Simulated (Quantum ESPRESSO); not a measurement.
# FeSi (P2_13) in Quantum ESPRESSO: reference runs

Reference runs on FeSi: the cell as given.

All numbers are computed with Quantum ESPRESSO 7.5; they aren't measurements. Logs are shortened: lines on timing, memory, paths and dates and some standing lists are left out, and cuts for length are marked.

### 1 The structure

It takes space group P2_13 (No. 198, cubic). Conventional cell: a = 4.551 Å, b = 4.551 Å, c = 4.551 Å, α = 90.00°, β = 90.00°, γ = 90.00°. Fe (site symmetry 3) has 7 Si at 2.32 to 2.55 Å as nearest neighbours. Si (site symmetry 3) has 7 Fe at 2.32 to 2.55 Å as nearest neighbours.

### 2 Single point, PBE, collinear spin, ferromagnetic start

pw.in reads:

```
&CONTROL
  calculation = 'scf'
  prefix = 'pwscf'
  outdir = './tmp'
  pseudo_dir = './pseudo'
  tprnfor = .true.
  tstress = .true.
  disk_io = 'low'
/
&SYSTEM
  ibrav = 0
  nat = 8
  ntyp = 2
  ecutwfc = 64
  ecutrho = 782
  nbnd = 55
  occupations = 'smearing'
  smearing = 'fd'
  degauss = 0.00367493
  nspin = 2
  starting_magnetization(1) = 0.1875
  starting_magnetization(2) = 0
/
&ELECTRONS
  conv_thr = 1.6d-09
  electron_maxstep = 120
  mixing_beta = 0.3
/
ATOMIC_SPECIES
Fe    55.8450 Fe.pbe-spn-kjpaw_psl.0.2.1.UPF
Si    28.0850 Si.pbe-n-rrkjus_psl.1.0.0.UPF
CELL_PARAMETERS angstrom
   4.5507000000    0.0000000000    0.0000000000
   0.0000000000    4.5507000000    0.0000000000
   0.0000000000    0.0000000000    4.5507000000
ATOMIC_POSITIONS crystal
Fe     0.8634800000    0.6365200000    0.3634800000
Fe     0.6365200000    0.3634800000    0.8634800000
Fe     0.3634800000    0.8634800000    0.6365200000
Fe     0.1365200000    0.1365200000    0.1365200000
Si     0.1576000000    0.3424000000    0.6576000000
Si     0.3424000000    0.6576000000    0.1576000000
Si     0.6576000000    0.1576000000    0.3424000000
Si     0.8424000000    0.8424000000    0.8424000000
K_POINTS automatic
6 6 6 0 0 0
```

pp_density.in reads:

```
&INPUTPP
  prefix = 'pwscf'
  outdir = './tmp'
  filplot = 'density.dat'
  plot_num = 0
/
&PLOT
  nfile = 1
  filepp(1) = 'density.dat'
  iflag = 3
  output_format = 6
  fileout = 'density.cube'
/
```

pp_potential.in reads:

```
&INPUTPP
  prefix = 'pwscf'
  outdir = './tmp'
  filplot = 'potential.dat'
  plot_num = 11
/
&PLOT
  nfile = 1
  filepp(1) = 'potential.dat'
  iflag = 3
  output_format = 6
  fileout = 'potential.cube'
/
```

pp_spin.in reads:

```
&INPUTPP
  prefix = 'pwscf'
  outdir = './tmp'
  filplot = 'spin.dat'
  plot_num = 6
/
&PLOT
  nfile = 1
  filepp(1) = 'spin.dat'
  iflag = 3
  output_format = 6
  fileout = 'spin.cube'
/
```

Potentials or basis: SSSP 1.3 efficiency PBE.

Run with:

```sh
$ OMP_NUM_THREADS=1 mpirun -n 2 pw.x -nk 2 -in pw.in > pw.out
$ OMP_NUM_THREADS=1 mpirun -n 1 pp.x -in pp_density.in > pp_density.out
$ OMP_NUM_THREADS=1 mpirun -n 1 pp.x -in pp_potential.in > pp_potential.out
$ OMP_NUM_THREADS=1 mpirun -n 1 pp.x -in pp_spin.in > pp_spin.out
```

pw.out:

```text
This program is part of the open-source Quantum ESPRESSO suite
     for quantum simulation of materials; please cite
         "P. Giannozzi et al., J. Phys.:Condens. Matter 21 395502 (2009);
         "P. Giannozzi et al., J. Phys.:Condens. Matter 29 465901 (2017);
         "P. Giannozzi et al., J. Chem. Phys. 152 154105 (2020);
     in publications or presentations arising from this work. More details at

     file Fe.pbe-spn-kjpaw_psl.0.2.1.UPF: wavefunction(s)  3D renormalized
     Message from routine setup:
     using ibrav=0 with symmetry is DISCOURAGED, use correct ibrav instead

     K-points division:     npool     =       2
     Subspace diagonalization in iterative solution of the eigenvalue problem:
     a serial algorithm will be used

     G-vector sticks info
     --------------------
     sticks:   dense  smooth     PW     G-vecs:    dense   smooth      PW
     Sum        4597    1489    437               234489    43819    6931

     Using Slab Decomposition

     bravais-lattice index     =            0
     lattice parameter (alat)  =       8.5996  a.u.
     unit-cell volume          =     635.9621 (a.u.)^3
     number of atoms/cell      =            8
     number of atomic types    =            2
     number of electrons       =        80.00
     number of Kohn-Sham states=           55
     kinetic-energy cutoff     =      64.0000  Ry
     charge density cutoff     =     782.0000  Ry
     scf convergence threshold =      1.6E-09
     mixing beta               =       0.3000
     number of iterations used =            8  plain     mixing
     Exchange-correlation= PBE
                           (   1   4   3   4   0   0   0)

     celldm(1)=   8.599577  celldm(2)=   0.000000  celldm(3)=   0.000000
     celldm(4)=   0.000000  celldm(5)=   0.000000  celldm(6)=   0.000000

     crystal axes: (cart. coord. in units of alat)
               a(1) = (   1.000000   0.000000   0.000000 )
               a(2) = (   0.000000   1.000000   0.000000 )
               a(3) = (   0.000000   0.000000   1.000000 )

     reciprocal axes: (cart. coord. in units 2 pi/alat)
               b(1) = (  1.000000  0.000000  0.000000 )
               b(2) = (  0.000000  1.000000  0.000000 )
               b(3) = (  0.000000  0.000000  1.000000 )

     PseudoPot. # 1 for Fe read from file:
     Fe.pbe-spn-kjpaw_psl.0.2.1.UPF
     Pseudo is Projector augmented-wave + core cor, Zval = 16.0
     Generated using "atomic" code by A. Dal Corso  v.5.0.99 svn rev. 10869
     Shape of augmentation charge: PSQ
     Using radial grid of 1191 points,  6 beta functions with:
                l(1) =   0
                l(2) =   0
                l(3) =   1
                l(4) =   1
                l(5) =   2
                l(6) =   2
     Q(r) pseudized with 0 coefficients

     PseudoPot. # 2 for Si read from file:
     Si.pbe-n-rrkjus_psl.1.0.0.UPF
     Pseudo is Ultrasoft + core correction, Zval =  4.0
     Generated using "atomic" code by A. Dal Corso  v.5.1
     Using radial grid of 1141 points,  6 beta functions with:
                l(1) =   0
                l(2) =   0
                l(3) =   1
                l(4) =   1
                l(5) =   2
                l(6) =   2
     Q(r) pseudized with 0 coefficients

     atomic species   valence    mass     pseudopotential
     Fe               16.00    55.84500     Fe( 1.00)
     Si                4.00    28.08500     Si( 1.00)

     Starting magnetic structure
     atomic species   magnetization
     Fe              0.188
     Si              0.000

     12 Sym. Ops. (no inversion) found ( 9 have fractional translation)

   Cartesian axes

     site n.     atom                  positions (alat units)
         1        Fe     tau(   1) = (   0.8634800   0.6365200   0.3634800  )
         2        Fe     tau(   2) = (   0.6365200   0.3634800   0.8634800  )
[... 52 lines left out ...]
     Davidson diagonalization with overlap
     ethr =  1.00E-02,  avg # of iterations =  4.3

     Threshold (ethr) on eigenvalues was too large:
     Diagonalizing with lowered threshold

     Davidson diagonalization with overlap
     ethr =  5.54E-04,  avg # of iterations =  4.8

     total energy              =   -1362.87599234 Ry
     estimated scf accuracy    <       0.42975638 Ry
[... 140 lines left out ...]
     iteration # 15     ecut=    64.00 Ry     beta= 0.30
     Davidson diagonalization with overlap
     ethr =  9.43E-12,  avg # of iterations =  3.0

     Magnetic moment per site  (integrated on atomic sphere of radius R)
     atom   1 (R=0.210)  charge= 14.1726  magn=  1.0203
     atom   2 (R=0.210)  charge= 14.1726  magn=  1.0203
     atom   3 (R=0.210)  charge= 14.1726  magn=  1.0203
     atom   4 (R=0.210)  charge= 14.1726  magn=  1.0203
     atom   5 (R=0.210)  charge=  1.7474  magn= -0.0495
     atom   6 (R=0.210)  charge=  1.7474  magn= -0.0495
     atom   7 (R=0.210)  charge=  1.7474  magn= -0.0495
     atom   8 (R=0.210)  charge=  1.7474  magn= -0.0495

     End of self-consistent calculation

 ------ SPIN UP ------------

          k = 0.0000 0.0000 0.0000 (  5449 PWs)   bands (ev):

   -71.9723 -71.9585 -71.9585 -71.9585 -38.0767 -38.0767 -38.0767 -38.0544
   -38.0544 -38.0544 -38.0337 -38.0337 -38.0073 -38.0073 -38.0073 -37.9975
     2.4880   7.5832   7.5832   7.5832  10.3318  10.3318  10.3318  11.8472
    11.8472  11.8472  12.3280  12.3952  12.3952  12.6361  12.6361  12.6361
    13.2087  13.2087  13.2087  14.5581  14.5581  14.5581  14.6183  14.6183
    15.3517  15.3517  15.3517  17.7994  17.7994  17.7994  18.3242  18.3242
    18.9400  18.9400  18.9400  20.4557  21.5211  21.5211  21.5211
[... 173 lines left out ...]
   -71.9637 -71.9637 -71.9603 -71.9603 -38.0868 -38.0868 -38.0758 -38.0758
   -38.0339 -38.0339 -38.0269 -38.0269 -38.0101 -38.0101 -38.0094 -38.0094
     5.8769   5.8769   6.6680   6.6680   8.9060   8.9060   9.8443   9.8443
    12.2168  12.2168  12.3996  12.3996  12.6128  12.6128  12.8474  12.8474
    13.8494  13.8494  14.0692  14.0692  14.2051  14.2051  14.2776  14.2776
    15.0853  15.0853  15.4748  15.4748  19.0716  19.0716  20.0291  20.0291
    20.9821  20.9821  21.5824  21.5824  21.9699  21.9699  23.2142

          k =-0.5000-0.5000-0.5000 (  5520 PWs)   bands (ev):

   -71.9620 -71.9620 -71.9620 -71.9620 -38.0835 -38.0835 -38.0835 -38.0835
   -38.0225 -38.0225 -38.0225 -38.0225 -38.0154 -38.0154 -38.0154 -38.0154
     6.4305   6.4305   6.4305   6.4305   8.9922   8.9922   8.9922   8.9922
    12.4177  12.4177  12.4177  12.4177  12.6108  12.6108  12.6108  12.6108
    14.0464  14.0464  14.0464  14.0464  14.3057  14.3057  14.3057  14.3057
    15.1631  15.1631  15.1631  15.1631  20.4036  20.4036  20.4036  20.4036
    20.9023  20.9023  20.9023  20.9023  23.1366  23.1366  23.1366
[... 23 lines left out ...]
   -71.9658 -71.9658 -71.9581 -71.9581 -38.0864 -38.0864 -38.0591 -38.0591
   -38.0505 -38.0505 -38.0375 -38.0375 -38.0077 -38.0077 -38.0002 -38.0002
     4.8365   4.8365   7.0241   7.0241  10.4394  10.4394  10.7413  10.7413
    11.7963  11.7963  12.1174  12.1174  12.8422  12.8422  13.2862  13.2862
    13.3753  13.3753  13.8440  13.8440  14.0466  14.0466  14.4607  14.4607
    15.1305  15.1305  16.3069  16.3069  17.6566  17.6566  17.9041  17.9041
    19.2208  19.2208  20.9309  20.9309  22.7417  22.7417  23.5508

          k =-0.1667-0.5000 0.3333 (  5500 PWs)   bands (ev):

   -71.9654 -71.9654 -71.9586 -71.9586 -38.0873 -38.0873 -38.0621 -38.0621
   -38.0507 -38.0507 -38.0302 -38.0302 -38.0109 -38.0109 -38.0008 -38.0008
     4.9984   4.9984   7.0912   7.0912   9.5273   9.5273  11.0434  11.0434
    11.7970  11.7970  12.2980  12.2980  12.7535  12.7535  13.0976  13.0976
    13.4923  13.4923  13.9180  13.9180  14.0666  14.0666  14.4243  14.4243
    15.0748  15.0748  16.1072  16.1072  17.6573  17.6573  18.8985  18.8985
    19.6598  19.6598  20.9249  20.9249  22.4701  22.4701  23.2760

 ------ SPIN DOWN ----------

          k = 0.0000 0.0000 0.0000 (  5449 PWs)   bands (ev):

   -70.7797 -70.7652 -70.7652 -70.7652 -36.9400 -36.9400 -36.9400 -36.8886
   -36.8886 -36.8886 -36.8878 -36.8433 -36.8433 -36.8241 -36.8241 -36.8241
     2.4353   7.5958   7.5958   7.5958  10.4509  10.4509  10.4509  12.1713
    12.1713  12.1713  12.7703  12.9789  12.9789  13.3943  13.3943  13.3943
    13.7413  13.7413  13.7413  15.4170  15.4170  15.4170  15.6355  15.6355
    16.4622  16.4622  16.4622  18.2047  18.2047  18.2047  18.9219  18.9219
    19.4114  19.4114  19.4114  20.6092  21.7913  21.7913  21.7913
[... 173 lines left out ...]
   -70.7707 -70.7707 -70.7671 -70.7671 -36.9387 -36.9387 -36.9288 -36.9288
   -36.8852 -36.8852 -36.8688 -36.8688 -36.8270 -36.8270 -36.8208 -36.8208
     5.8172   5.8172   6.6341   6.6341   8.9452   8.9452   9.9092   9.9092
    12.9196  12.9196  13.0605  13.0605  13.2761  13.2761  13.5831  13.5831
    14.7366  14.7366  14.9242  14.9242  14.9453  14.9453  15.1839  15.1839
    16.1979  16.1979  16.5082  16.5082  19.2261  19.2261  20.2953  20.2953
    21.0593  21.0593  21.6778  21.6778  22.0560  22.0560  23.3714

          k =-0.5000-0.5000-0.5000 (  5520 PWs)   bands (ev):

   -70.7689 -70.7689 -70.7689 -70.7689 -36.9351 -36.9351 -36.9351 -36.9351
   -36.8756 -36.8756 -36.8756 -36.8756 -36.8240 -36.8240 -36.8240 -36.8240
     6.3789   6.3789   6.3789   6.3789   9.0253   9.0253   9.0253   9.0253
    13.2351  13.2351  13.2351  13.2351  13.2410  13.2410  13.2410  13.2410
    14.9655  14.9655  14.9655  14.9655  15.0740  15.0740  15.0740  15.0740
    16.2579  16.2579  16.2579  16.2579  20.4068  20.4068  20.4068  20.4068
    21.0616  21.0616  21.0616  21.0616  23.2046  23.2046  23.2046
[... 23 lines left out ...]
   -70.7728 -70.7728 -70.7648 -70.7648 -36.9417 -36.9417 -36.9158 -36.9158
   -36.8990 -36.8990 -36.8624 -36.8624 -36.8294 -36.8294 -36.8194 -36.8194
     4.7799   4.7799   7.0129   7.0129  10.6812  10.6812  10.9065  10.9065
    12.1685  12.1685  12.6119  12.6119  13.3587  13.3587  14.0381  14.0381
    14.1279  14.1279  14.6376  14.6376  14.9039  14.9039  15.4037  15.4037
    16.2096  16.2096  17.1251  17.1251  18.2023  18.2023  18.4899  18.4899
    19.4832  19.4832  21.1324  21.1324  22.8642  22.8642  23.6224

          k =-0.1667-0.5000 0.3333 (  5500 PWs)   bands (ev):

   -70.7724 -70.7724 -70.7653 -70.7653 -36.9416 -36.9416 -36.9186 -36.9186
   -36.8963 -36.8963 -36.8629 -36.8629 -36.8296 -36.8296 -36.8193 -36.8193
     4.9418   4.9418   7.0758   7.0758   9.6116   9.6116  11.3023  11.3023
    12.1938  12.1938  12.8528  12.8528  13.3188  13.3188  13.8354  13.8354
    14.3011  14.3011  14.6872  14.6872  14.9497  14.9497  15.3534  15.3534
    16.1858  16.1858  16.9901  16.9901  18.1570  18.1570  19.2882  19.2882
    19.9221  19.9221  21.1008  21.1008  22.5604  22.5604  23.4256

     the Fermi energy is    15.3161 ev

!    total energy              =   -1363.02092264 Ry
     estimated scf accuracy    <          1.6E-09 Ry
     smearing contrib. (-TS)   =      -0.00441000 Ry
     internal energy E=F+TS    =   -1363.01651264 Ry

     The total energy is F=E-TS. E is the sum of the following terms:
     one-electron contribution =    -607.05236982 Ry
     hartree contribution      =     351.36844496 Ry
     xc contribution           =    -164.37905307 Ry
     ewald contribution        =    -638.35941327 Ry
     one-center paw contrib.   =    -304.59412143 Ry

     total magnetization       =     3.73 Bohr mag/cell
     absolute magnetization    =     4.64 Bohr mag/cell

     convergence has been achieved in  15 iterations

     Forces acting on atoms (cartesian axes, Ry/au):

     atom    1 type  1   force =     0.00048878   -0.00048878    0.00048878
     atom    2 type  1   force =    -0.00048878    0.00048878    0.00048878
     atom    3 type  1   force =     0.00048878    0.00048878   -0.00048878
     atom    4 type  1   force =    -0.00048878   -0.00048878   -0.00048878
     atom    5 type  2   force =    -0.00220687    0.00220687   -0.00220687
     atom    6 type  2   force =     0.00220687   -0.00220687   -0.00220687
     atom    7 type  2   force =    -0.00220687   -0.00220687    0.00220687
     atom    8 type  2   force =     0.00220687    0.00220687    0.00220687

     Total force =     0.007830     Total SCF correction =     0.000043

     Computing stress (Cartesian axis) and pressure

          total   stress  (Ry/bohr**3)                   (kbar)     P=     -111.87
  -0.00076045   0.00000000   0.00000000         -111.87        0.00        0.00
   0.00000000  -0.00076045   0.00000000            0.00     -111.87        0.00
   0.00000000   0.00000000  -0.00076045            0.00        0.00     -111.87

=------------------------------------------------------------------------------=
   JOB DONE.
=------------------------------------------------------------------------------=
```

Wall time 6 min (2 MPI ranks of Arm Neoverse V1, shared host); peak memory 1.3 GiB.

Results:

* Free energy: -18544.8444 eV
* Pressure: -11.2 GPa
* Largest force: 0.098 eV/Å
* Band gap on the k mesh: none (metal or under the smearing width)
* Net moment: 3.73 μB per cell
* Absolute moment: 4.64 μB per cell
* Site moments: Fe +1.02; Si -0.05 μB
* Valence electrons inside the program's atomic spheres: Fe 14.17; Si 1.75

Forces in eV/Å, atoms in the order of the input:
```
Fe   0.013 -0.013  0.013
Fe  -0.013  0.013  0.013
Fe   0.013  0.013 -0.013
Fe  -0.013 -0.013 -0.013
Si  -0.057  0.057 -0.057
Si   0.057 -0.057 -0.057
Si  -0.057 -0.057  0.057
Si   0.057  0.057  0.057
```

Levels at points of the mesh, in eV from the Fermi level:
Spin up:
| k point | band 38 | band 39 | band 40 | band 41 | band 42 | band 43 | band 44 | band 45 | band 46 | band 47 |
| --- | --- | --- | --- | --- | --- | --- | --- | --- | --- | --- |
| (0.00, 0.00, 0.00) | -0.76 | -0.70 | -0.70 | 0.04 | 0.04 | 0.04 | 2.48 | 2.48 | 2.48 | 3.01 |
| (0.00, 0.00, -0.50) | -0.94 | -0.58 | -0.58 | -0.39 | -0.39 | 1.12 | 1.12 | 1.48 | 1.48 | 4.35 |
| (0.00, -0.50, -0.50) | -1.34 | -0.92 | -0.92 | 0.08 | 0.08 | 0.62 | 0.62 | 2.07 | 2.07 | 2.55 |
| (-0.50, -0.50, -0.50) | -1.01 | -1.01 | -1.01 | -0.15 | -0.15 | -0.15 | -0.15 | 5.09 | 5.09 | 5.09 |
Spin down:
| k point | band 35 | band 36 | band 37 | band 38 | band 39 | band 40 | band 41 | band 42 |
| --- | --- | --- | --- | --- | --- | --- | --- | --- |
| (0.00, 0.00, 0.00) | -1.57 | 0.10 | 0.10 | 0.10 | 0.32 | 0.32 | 1.15 | 1.15 |
| (0.00, 0.00, -0.50) | -0.75 | -0.75 | 0.00 | 0.00 | 0.33 | 0.33 | 0.72 | 0.72 |
| (0.00, -0.50, -0.50) | -0.73 | -0.73 | -0.62 | -0.62 | 0.03 | 0.03 | 1.06 | 1.06 |
| (-0.50, -0.50, -0.50) | -0.35 | -0.35 | -0.24 | -0.24 | -0.24 | -0.24 | 0.94 | 0.94 |
